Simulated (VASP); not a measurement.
ZnS:

```xyz
2
Lattice="3.2788 0.0000 0.0000 0.0000 3.2788 0.0000 0.0000 0.0000 3.2788" Properties=species:S:1:pos:R:3 pbc="T T T"
S     0.0000    0.0000    0.0000
Zn    1.6394    1.6394    1.6394
```

The cell was built by a generator and needn't be a form met in nature.

```yaml
Program: VASP 6.6.1
Task: relaxation of cell and atoms
Functional: PBEsol
Potentials_or_basis: VASP PAW PBE potentials, release 64 (S, Zn)
Cutoff: 600 eV
k_mesh: 10 × 10 × 10
Occupations: gaussian, width 0.0101 eV
Spin: no spin polarisation
```

At the start: pressure -8.5 GPa; volume 17.62 Å³/atom.

Where does the relaxation end?

Over 3 steps the energy falls by 69.5 meV/atom and the volume is 15.43 Å³/atom (-12.5 %); space group Pm-3m (No. 221, to 0.05 Å).

Step by step:
| step | energy change (eV) | largest force (eV/Å) | pressure (GPa) | volume (Å³) |
| --- | --- | --- | --- | --- |
| 1 | 0.0000 | 0.0000 | -8.52 | 35.25 |
| 2 | -0.1389 | 0.0000 | 0.57 | 30.68 |
| 3 | -0.1390 | 0.0000 | 0.05 | 30.85 |

Final structure:
```
S Zn
1.0
     3.13632    0.00000    0.00000
     0.00000    3.13632    0.00000
     0.00000    0.00000    3.13632
S Zn
1 1
Direct
  0.00000 0.00000 0.00000
  0.50000 0.50000 0.50000
```

Caveat: the PAW data sets were made with another functional, which shifts forces and pressure a little.
